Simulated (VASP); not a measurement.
HfS$_{2}$ (strained 1T (CdI2) bulk): one PBE single-point calculation in two programs

```yaml
crystal:
  lattice:
    - [3.55769, 0.00000, 0.00000]
    - [-1.77885, 3.08105, 0.00000]
    - [0.00000, 0.00000, 5.76079]
  atoms:
    - { symbol: Hf, position: [0.00000, 0.00000, 0.00000] }
    - { symbol: S, position: [0.33333, 0.66667, 0.25418] }
    - { symbol: S, position: [0.66667, 0.33333, 0.74582] }
```

The two codes use different PAW datasets and cutoffs. VASP's cell holds 22 valence electrons and Ansatz's 38. Ansatz's stress includes a Pulay correction; VASP's doesn't.

Cutoffs: 520 eV in VASP, 420 eV in Ansatz. k meshes: 12×12×4 and 12×12×4.

|  | VASP | Ansatz |
| --- | --- | --- |
| gap between bands v and c | 0.80 eV | 0.77 eV |
| least direct gap | 1.76 eV | 1.74 eV |
| pressure | 4.8 GPa | 5.4 GPa |
| largest force | 0.09 eV/Å | 0.15 eV/Å |

Band v is the last that the valence electrons fill when counted band by band, and c is the next. Levels in eV from the top of v, Ansatz:

```csv
point,v−1,v,c,c+1
Γ,-0.09,0.00,1.91,1.91
M,-2.28,-1.43,0.97,4.18
K,-2.40,-1.80,2.62,3.69
A,-0.28,-0.28,1.85,1.85
L,-1.08,-0.97,0.77,4.16
H,-2.02,-2.02,2.84,3.18
```

VASP:

```
point    v−1      v     c   c+1
    Γ  -0.09   0.00  1.94  1.94
    M  -2.26  -1.42  0.99  4.20
    K  -2.38  -1.76  2.65  3.72
    A  -0.28  -0.28  1.88  1.88
    L  -1.06  -0.96  0.80  4.19
    H  -2.00  -2.00  2.86  3.20
```

Forces (eV/Å), VASP:

```csv
atom,Fx,Fy,Fz
Hf,0.000,0.000,0.000
S,0.000,0.000,0.086
S,0.000,0.000,-0.086
```

Ansatz:

| atom | Fx | Fy | Fz |
| --- | --- | --- | --- |
| Hf | 0.000 | 0.000 | 0.000 |
| S | 0.000 | 0.000 | 0.153 |
| S | 0.000 | 0.000 | -0.153 |
